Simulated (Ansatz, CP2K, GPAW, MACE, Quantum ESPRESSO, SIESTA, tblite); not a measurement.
# Generalised stacking fault on (110) of a LiCl-LiBr solid solution (56 atoms) in CP2K

Wanted: CP2K inputs and outputs for generalised stacking fault on (110) of a LiCl-LiBr solid solution (56 atoms), checked against a plane-wave reference.

Main program and level: CP2K 2026.2; the method is named at each step.

## (1) Set-up

The cell holds 56 atoms: 28 Li, 10 Br and 18 Cl. Cell: a = 7.448 Å, b = 5.266 Å, c = 26.357 Å, α = 90.0°, β = 85.3°, γ = 90.0°. Rock-salt LiCl lattice (a = 5.2663 Å, the value set for the mixture), cell with z along [110], 2 x 1 x 7 periods; the third cell vector is tilted by 0.583 of 1/2[1-10] and lengthened by 0.2 Å, so the cell holds one fault; displaced by a Gaussian of 0.01 Å; 10 of 28 Cl sites given to Br at random (lattice constant by Vegard's rule between LiCl and LiBr). Then every atom was moved at random, 0.02 Å r.m.s. a Cartesian component. The structure's axis is c.

The yardstick, on the same geometry:

```
method                                           : Kohn-Sham DFT, PBE, SSSP efficiency 1.3.0 pseudopotentials, plane waves (Quantum ESPRESSO 7.5); sssp-pbe-1.3.0-efficiency, cutoffs 45/360 Ry, Γ point
r.m.s. force component                           : 0.5155 eV/Å
longest force                                    : 3.128 eV/Å
pressure                                         : 0.7083 GPa
gap (highest filled to lowest empty level) : 5.253 eV
time                                             : 3.9 min on 2 MPI ranks of Arm Neoverse V1, shared host
CPU time                                         : 7.9 min
```

## (2) PBE, DZVP-UZH, 800/50 Ry, diagonalisation

Method: Kohn-Sham DFT, PBE, GTH-PBE pseudopotentials, Gaussian and plane waves, DZVP-MOLOPT (UZH set), diagonalisation.

File input.inp:

```
&GLOBAL
  PROJECT cell
  RUN_TYPE ENERGY_FORCE
  PRINT_LEVEL LOW
&END GLOBAL
&FORCE_EVAL
  METHOD QS
  STRESS_TENSOR ANALYTICAL
  &DFT
    BASIS_SET_FILE_NAME BASIS_MOLOPT_UZH
    POTENTIAL_FILE_NAME POTENTIAL_UZH
    &MGRID
      CUTOFF 800
      REL_CUTOFF 50
      NGRIDS 5
    &END MGRID
    &QS
      EPS_DEFAULT 1.0E-12
    &END QS
    &SCF
      SCF_GUESS ATOMIC
      EPS_SCF 1.0E-06
      MAX_SCF 200
      ADDED_MOS 28
      &DIAGONALIZATION
        ALGORITHM STANDARD
      &END DIAGONALIZATION
      &SMEAR ON
        METHOD FERMI_DIRAC
        ELECTRONIC_TEMPERATURE [K] 580
      &END SMEAR
      &MIXING
        METHOD BROYDEN_MIXING
        ALPHA 0.15
        NBROYDEN 8
      &END MIXING
      &PRINT
        &RESTART OFF
        &END RESTART
      &END PRINT
    &END SCF
    &XC
      &XC_FUNCTIONAL PBE
      &END XC_FUNCTIONAL
    &END XC
    &PRINT
      &MULLIKEN ON
      &END MULLIKEN
      &HIRSHFELD ON
        SHAPE_FUNCTION DENSITY
      &END HIRSHFELD
      &MO ON
        EIGENVALUES T
        OCCUPATION_NUMBERS T
        MO_INDEX_RANGE 129 152
        &EACH
          QS_SCF 0
        &END EACH
        ADD_LAST NUMERIC
      &END MO
    &END PRINT
  &END DFT
  &SUBSYS
    &CELL
      A 7.44767 0.00000 0.00000
      B 0.00000 5.26630 0.00000
      C 2.17226 0.00000 26.26686
    &END CELL
    &COORD
      Li 7.51284 0.02196 26.08142
      Br 5.57069 0.00463 1.87572
      Li 7.42713 5.25714 3.74119
      Cl 5.61168 0.00627 5.58460
      Li 7.46481 0.00016 7.43615
      Cl 5.54113 5.25040 9.33340
      Li 7.43204 0.01169 11.16263
      Cl 5.59371 0.00463 13.04281
      Li 7.48261 0.00053 14.86310
      Cl 5.61696 0.01501 16.72175
      Li 7.47312 0.00342 18.60639
      Cl 5.59967 5.26630 20.48421
      Li 7.48315 0.03486 22.32631
      Cl 5.58641 5.24381 24.16840
      Li 3.75450 0.02512 26.09823
      Br 1.84967 0.04750 1.84131
      Li 3.71696 5.25735 3.71098
      Cl 1.83162 5.26114 5.54677
      Li 3.72638 0.02422 7.44876
      Br 1.85869 5.24955 9.28639
      Li 3.70747 5.24697 11.17445
      Cl 1.84953 0.01843 13.04990
      Li 3.68888 0.00116 14.91406
      Cl 1.87256 5.25603 16.74512
      Li 3.72765 5.24666 18.60954
      Cl 1.83807 0.01443 20.46530
      Li 3.69196 0.02602 22.30529
      Cl 9.31024 5.25972 24.18180
      Li 1.87453 2.69024 1.87624
      Cl 7.48118 2.61330 3.70310
      Li 1.87356 2.63257 5.58565
      Cl 7.43176 2.62941 7.41566
      Li 1.87121 2.55932 9.31081
      Br 7.41929 2.61940 11.18495
      Li 1.86246 2.62467 13.04045
      Cl 7.43192 2.61256 14.85627
      Li 1.89571 2.62952 16.75931
      Cl 7.43208 2.63884 18.61086
      Li 1.85774 2.62146 20.45453
      Cl 7.51136 2.63341 22.33602
      Li 9.29678 2.61372 24.15868
      Cl 7.44835 2.68092 26.04280
      Li 5.60560 2.63973 1.88176
      Br 3.74206 2.64563 3.70914
      Li 5.57912 2.61546 5.57803
      Br 3.69678 2.62831 7.41330
      Li 5.59927 2.61667 9.32946
      Br 3.70705 2.66059 11.18206
      Li 5.56347 2.61193 13.05174
      Cl 3.69761 2.63594 14.91511
      Li 5.60661 2.63362 16.72805
      Br 3.73291 2.60908 18.58853
      Li 5.56624 2.61351 20.48973
      Br 3.71467 2.63004 22.30792
      Li 5.57185 2.59971 24.16971
      Br 3.70065 2.65406 26.07117
    &END COORD
    &KIND Li
      BASIS_SET DZVP-MOLOPT-PBE-GTH-q3
      POTENTIAL GTH-PBE-q3
    &END KIND
    &KIND Br
      BASIS_SET DZVP-MOLOPT-PBE-GTH-q7
      POTENTIAL GTH-PBE-q7
    &END KIND
    &KIND Cl
      BASIS_SET DZVP-MOLOPT-PBE-GTH-q7
      POTENTIAL GTH-PBE-q7
    &END KIND
  &END SUBSYS
  &PRINT
    &FORCES ON
    &END FORCES
    &STRESS_TENSOR ON
    &END STRESS_TENSOR
  &END PRINT
&END FORCE_EVAL
```

Run with:

```console
$ OMP_NUM_THREADS=1 mpirun -np 4 cp2k.psmp -i input.inp > output.txt
```

Numbers of over 12 decimals in the logs are rounded to 6 here.

The log of the run:

```text
CP2K| version string:                                       CP2K version 2026.2
 CP2K| Input file name                                                 input.inp
 GLOBAL| Basis set file name                                    BASIS_MOLOPT_UZH
 GLOBAL| Potential file name                                       POTENTIAL_UZH
 GLOBAL| Run type                                                   ENERGY_FORCE
 GLOBAL| Total number of message passing processes                             4
 GLOBAL| Number of threads for this process                                    1
 TOTAL NUMBERS AND MAXIMUM NUMBERS
  Total number of            - Atomic kinds:                                   3
                             - Atoms:                                         56
                             - Shell sets:                                    56
                             - Shells:                                       252
                             - Primitive Cartesian functions:                252
                             - Cartesian basis functions:                    560
                             - Spherical basis functions:                    532
  Maximum angular momentum of- Orbital basis functions:                        2
                             - Local part of the GTH pseudopotential:          6
                             - Non-local part of the GTH pseudopotential:      4
 SCF PARAMETERS         Density guess:                                    ATOMIC
                        max_scf:                                             200
                        eps_scf:                                        1.00E-06
                        added MOs                                        28    0
                        Mixing method:                            BROYDEN_MIXING
                                                charge density mixing in g-space
                        Smear method:                                FERMI_DIRAC
                        Electronic temperature [K]:                        580.0
                        Electronic temperature [a.u.]:                  1.84E-03
                        Accuracy threshold:                             1.00E-10
 Extrapolation method: initial_guess
 Number of electrons:                                                        280
 Number of occupied orbitals:                                                140
 Number of molecular orbitals:                                               168
 Number of orbital functions:                                                532
 Number of independent orbital functions:                                    532
 SCF WAVEFUNCTION OPTIMIZATION
  Step     Update method      Time    Convergence         Total energy    Change
     1 NoMix/Diag. 0.15E+00    2.4     0.66511644      -616.4695176032 -6.16E+02
     2 Broy./Diag. 0.15E+00    3.7     0.03382287      -600.9191603947  1.56E+01
     3 Broy./Diag. 0.15E+00    3.7     0.11089238      -610.1398716972 -9.22E+00
     4 Broy./Diag. 0.15E+00    3.7     0.00450076      -616.4513863514 -6.31E+00
[...]
23 Broy./Diag. 0.15E+00    3.9     0.00000112      -616.2592614408 -8.27E-06
    24 Broy./Diag. 0.15E+00    3.8     0.00000074      -616.2592575134  3.93E-06
  *** SCF run converged in    24 steps ***
  Electronic density on regular grids:       -279.9999999999        0.0000000001
  Core density on regular grids:              279.9999999996       -0.0000000004
  Total charge density on r-space grids:       -0.0000000003
  Total charge density g-space grids:          -0.0000000003
  Overlap energy of the core charge distribution:               2.00856e-08
  Self energy of the core charge distribution:              -1060.672308
  Core Hamiltonian energy:                                    212.615777
  Hartree energy:                                             363.523109
  Exchange-correlation energy:                               -131.725836
  Electronic entropic energy:                                  -0.000000
  Fermi energy:                                                 0.167949
  Total energy:                                              -616.259258
  Total energy (extrapolated to T->0):                       -616.259258
 MO| EIGENVALUES AND OCCUPATION NUMBERS
 MO|
 MO|  Index      Eigenvalue [a.u.]        Eigenvalue [eV]             Occupation
 MO|    129               0.006960               0.189402               2.000000
 MO|    130               0.010521               0.286291               2.000000
 MO|    131               0.012101               0.329277               2.000000
[...]
MO|    151               0.299777               8.157335               0.000000
 MO|    152               0.301398               8.201463               0.000000
 MO| Sum:                                                             280.000000
 MO| E(Fermi):            0.167949 a.u.          4.570112 eV
 MO| Band gap:            0.188268 a.u.          5.123021 eV
 !-----------------------------------------------------------------------------!
                     Mulliken Population Analysis
 #  Atom  Element  Kind  Atomic population                           Net charge
       1     Li       1          2.479209                              0.520791
       2     Br       2          7.335747                             -0.335747
       3     Li       1          2.601269                              0.398731
[...]
55     Li       1          2.586684                              0.413316
      56     Br       2          7.345388                             -0.345388
 # Total charge                            280.000000                 -0.000000
 !-----------------------------------------------------------------------------!
 !-----------------------------------------------------------------------------!
                           Hirshfeld Charges
  #Atom  Element  Kind  Ref Charge     Population                    Net charge
      1       Li     1       3.000          2.862                         0.138
      2       Br     2       7.000          7.108                        -0.108
      3       Li     1       3.000          2.884                         0.116
[...]
55       Li     1       3.000          2.876                         0.124
     56       Br     2       7.000          7.106                        -0.106
  Total Charge                                                           -0.000
 !-----------------------------------------------------------------------------!
 ENERGY| Total FORCE_EVAL ( QS ) energy [hartree]           -616.259254
 FORCES| Atomic forces [hartree/bohr]
 FORCES|   Atom     x               y               z               |f|
 FORCES|      1 -6.59137532E-03 -5.88298655E-05 -5.13578975E-02   5.17791785E-02
 FORCES|      2  7.30318470E-03  4.84932510E-04  4.78299528E-02   4.83867342E-02
 FORCES|      3  1.36417915E-03  2.19229922E-04  1.93746436E-03   2.37966692E-03
[...]
FORCES|     55  5.64492748E-03  7.81855725E-04  2.94287138E-03   6.41381295E-03
 FORCES|     56 -7.22442653E-03 -3.17943761E-04 -4.53246182E-02   4.58978697E-02
 FORCES| Sum    -1.66127935E-06  5.27905994E-06 -1.24804080E-06
 FORCES| Total atomic force                                       5.67326438E-06
 STRESS| Analytical stress tensor [bar]
 STRESS|                        x                   y                   z
 STRESS|      x        3.48865736102E+04   9.29763177160E+00   4.12626947966E+03
 STRESS|      y        9.29763177160E+00  -2.71766811142E+04   5.31414576806E+01
 STRESS|      z        4.12626947966E+03   5.31414576806E+01   2.04935949063E+04
 STRESS| 1/3 Trace                                             9.40116246743E+03
```

Run time: 1.7 min. Hardware: 4 MPI ranks of Arm Neoverse V1, shared host; peak memory 4.5 GiB; 6.8 min of CPU time.

Banners, paths, timers and routine set-up lines are dropped from the logs unmarked, and long logs keep their key lines alone; longer cuts are marked.

Numbers from this run, and their distance from the reference:

```yaml
r_m_s_force_component: 0.5351 eV/Å
r_m_s_difference_of_force_components: 22.79 meV/Å
longest_difference_of_force_vectors: 123.8 meV/Å
force_difference_over_r_m_s_force: 4.421 %
slope_of_forces_against_the_reference_s: 1.038
correlation_of_force_components: 0.9998
spacing_of_highest_filled_and_lowest_empty_level: 5.123 eV
gap_difference: -0.1299 eV
pressure: 0.9401 GPa
pressure_difference: 0.2318 GPa
```

Length of the force difference by element (eV/Å):

```csv
element,atoms,mean,most
Br,10,0.042,0.12
Cl,18,0.017,0.088
Li,28,0.032,0.086
```

Levels nearest the highest filled one (eV from it): -0.85, -0.75, -0.71, -0.69, -0.66, -0.65, -0.61, -0.60, -0.49, -0.37, -0.25, 0.00, 5.12, 5.56, 5.59, 6.45, 6.49, 6.68, 6.74, 6.81, 6.94, 7.00, 7.12, 7.16.

The surroundings of Li15, which bears the longest force, nearest first, numbered as they follow in the input and with coordinates relative to it.

```csv
atom,x,y,z,distance (Å),bonds,Hirshfeld charge (e),Fx,Fy,Fz (eV/Å)
Li15,0.00,0.00,0.00,0.00,5,0.12,-0.40,-0.05,-3.19
Br16,0.27,0.02,2.01,2.03,5,-0.12,0.46,-0.05,3.16
Br56,-0.05,2.63,-0.03,2.63,5,-0.11,-0.37,-0.02,-2.33
Br56,-0.05,-2.64,-0.03,2.64,5,-0.11,-0.37,-0.02,-2.33
Cl14,1.83,-0.05,-1.93,2.66,6,-0.14,0.02,0.08,0.12
Cl28,-1.89,-0.03,-1.92,2.69,6,-0.13,0.00,0.06,0.10
Li29,0.29,-2.60,2.04,3.32,5,0.11,0.18,-0.01,2.14
Li29,0.29,2.67,2.04,3.37,5,0.11,0.18,-0.01,2.14
Li1,-3.69,0.00,-0.02,3.69,5,0.14,-0.34,0.00,-2.64
```

Forces lie 4.4 % from the reference's, at 0.86 times its CPU time (on 4 against 2 cores).

## (3) PBE, TZVP-MOLOPT (SR for Li), 800/50 Ry, diagonalisation

Method: Kohn-Sham DFT, PBE, GTH-PBE pseudopotentials, Gaussian and plane waves, TZVP-MOLOPT-GTH, diagonalisation.

Changes to input.inp since step 2:

```diff
@@ -9,4 +9,5 @@
   &DFT
-    BASIS_SET_FILE_NAME BASIS_MOLOPT_UZH
-    POTENTIAL_FILE_NAME POTENTIAL_UZH
+    BASIS_SET_FILE_NAME BASIS_MOLOPT
+    BASIS_SET_FILE_NAME BASIS_MOLOPT_UCL
+    POTENTIAL_FILE_NAME GTH_POTENTIALS
     &MGRID
@@ -72,3 +73,3 @@
     &KIND Li
-      BASIS_SET DZVP-MOLOPT-PBE-GTH-q3
+      BASIS_SET TZVP-MOLOPT-SR-GTH-q3
       POTENTIAL GTH-PBE-q3
@@ -76,3 +77,3 @@
     &KIND Br
-      BASIS_SET DZVP-MOLOPT-PBE-GTH-q7
+      BASIS_SET TZVP-MOLOPT-GTH-q7
       POTENTIAL GTH-PBE-q7
@@ -80,3 +81,3 @@
     &KIND Cl
-      BASIS_SET DZVP-MOLOPT-PBE-GTH-q7
+      BASIS_SET TZVP-MOLOPT-GTH-q7
       POTENTIAL GTH-PBE-q7
```

The log of the run:

```text
CP2K| version string:                                       CP2K version 2026.2
 CP2K| Input file name                                                 input.inp
 GLOBAL| Basis set file name                                        BASIS_MOLOPT
 GLOBAL| Potential file name                                      GTH_POTENTIALS
[... lines left out ...]
 Number of electrons:                                                        280
[... lines left out ...]
  Step     Update method      Time    Convergence         Total energy    Change
[... lines left out ...]
  *** SCF run converged in    26 steps ***
[... lines left out ...]
  Fermi energy:                                                 0.167047
  Total energy:                                              -616.417701
  Total energy (extrapolated to T->0):                       -616.417701
[... lines left out ...]
 MO| E(Fermi):            0.167047 a.u.          4.545583 eV
[... lines left out ...]
 ENERGY| Total FORCE_EVAL ( QS ) energy [hartree]           -616.417704
[... lines left out ...]
 FORCES|      1 -6.30913332E-03 -8.15414608E-05 -5.04162873E-02   5.08095841E-02
 FORCES|      2  7.04579721E-03  4.73504926E-04  4.65730345E-02   4.71053607E-02
 FORCES|      3  1.35449913E-03  2.21138388E-04  1.63185403E-03   2.13225647E-03
[...]
FORCES|     55  5.31600321E-03  7.95495108E-04  2.92061989E-03   6.11741148E-03
 FORCES|     56 -6.85299875E-03 -3.00638210E-04 -4.42017371E-02   4.47308343E-02
 FORCES| Sum     6.26667342E-06  9.64413051E-06  1.11323751E-07
 FORCES| Total atomic force                                       1.15018625E-05
 STRESS| Analytical stress tensor [bar]
 STRESS|                        x                   y                   z
 STRESS|      x        3.42038521335E+04   1.01419737458E+01   3.95172338670E+03
 STRESS|      y        1.01419737458E+01  -2.59120536408E+04   4.65894865788E+01
 STRESS|      z        3.95172338670E+03   4.65894865788E+01   1.92639554107E+04
 STRESS| 1/3 Trace                                             9.18525130114E+03
```

Run time: 2.7 min. Hardware: 4 MPI ranks; peak memory 4.7 GiB.

Compared with the plane-wave run:

| Property | Result |
| --- | --- |
| r.m.s. force component | 0.5232 eV/Å |
| r.m.s. difference of force components | 10.3 meV/Å |
| longest difference of force vectors | 50.23 meV/Å |
| force difference over r.m.s. force | 1.997 % |
| slope of forces against the reference's | 1.015 |
| correlation of force components | 0.9999 |
| gap (highest filled to lowest empty level) | 5.105 eV |
| gap difference | -0.1483 eV |
| pressure | 0.9185 GPa |
| pressure difference | 0.2102 GPa |

Against the first run (4.4 %), the force difference from the reference is 2.0 %, at 1.6 times the CPU time, with 672 basis functions against 532; this set comes with other potentials too, so the change isn't the basis's alone.

[end of part 1 of 2]

[Also dropped from logs without a mark: logging warnings of Python, and SIESTA's first energy breakdown and zero terms.]

[Logs are printed without paths, hosts, clocks, repeated set-up lines and the standing remarks that a program may print on its own settings, such as how far it seeks lower states.]

[Hosts, paths, dates, database ids (printed as entryN), source tags and the programs' standing remarks are cut or masked in the printed files.]
